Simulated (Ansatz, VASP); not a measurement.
**HfN: VASP beside Ansatz**

```
Hf N
1.0
     0.00000    2.50297    2.50297
     2.50297    0.00000    2.50297
     2.50297    2.50297    0.00000
Hf N
1 1
Direct
  0.00000 0.00000 0.00000
  0.25000 0.25000 0.25000
```

Change from the starting cell: volume scaled by 1.06.

Alike in both runs: task single point; functional LDA; k mesh 9 × 9 × 9; occupations fermi-dirac, width 0.05 eV; no spin polarisation.

|  | VASP | Ansatz |
| --- | --- | --- |
| version | VASP 6.6.1 | Ansatz 0.2.0 |
| potentials or method | VASP PAW LDA potentials, release 64 (Hf_pv, N), cutoff 520 eV | all-electron LAPW, scalar-relativistic |

```tsv
	VASP	Ansatz	Ansatz less VASP
gap on the k mesh at the Fermi level (eV)	none	none	-
pressure (GPa)	-19.0	-18.5	+0.54
```

A gap of «none» marks a metal or a gap that the smearing closes. Ansatz ran all-electron here, so the differences hold the error of VASP's frozen core and of both bases.

Caveats: so large a pressure means that the cell lies far from this level's equilibrium, or that cutoff or potentials fall short (VASP). Spin-orbit coupling is left out, which matters for the levels of Hf.
